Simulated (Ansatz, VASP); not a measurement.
## Ir in VASP and in Ansatz

```
Ir
1.0
    -1.55553    1.55553    1.55553
     1.55553   -1.55553    1.55553
     1.55553    1.55553   -1.55553
Ir
1
Direct
  0.00000 0.00000 0.00000
```

The cell was built by a generator and needn't be a form met in nature.

Alike in both runs: task single point; functional PBE; k mesh 18 × 18 × 18; occupations gaussian, width 0.05 eV; non-collinear spin, spin-orbit coupling.

```csv
,VASP,Ansatz
version,VASP 6.6.1,Ansatz 0.2.0
potentials or method,"VASP PAW PBE potentials, release 64 (Ir)","plane waves, PAW"
plane-wave cutoff (eV),520,420
valence electrons in the cell,9,17
```

|  | VASP | Ansatz | Ansatz less VASP |
| --- | --- | --- | --- |
| gap on the k mesh at the Fermi level (eV) | none | none | - |
| pressure (GPa) | 1.9 | 1.1 | -0.74 |
| net moment per atom (μB) | 0.00 | 0.00 | 0.000 |

A gap of «none» marks a metal or a gap that the smearing closes. The two sets of potentials don't hold the same shells in valence.
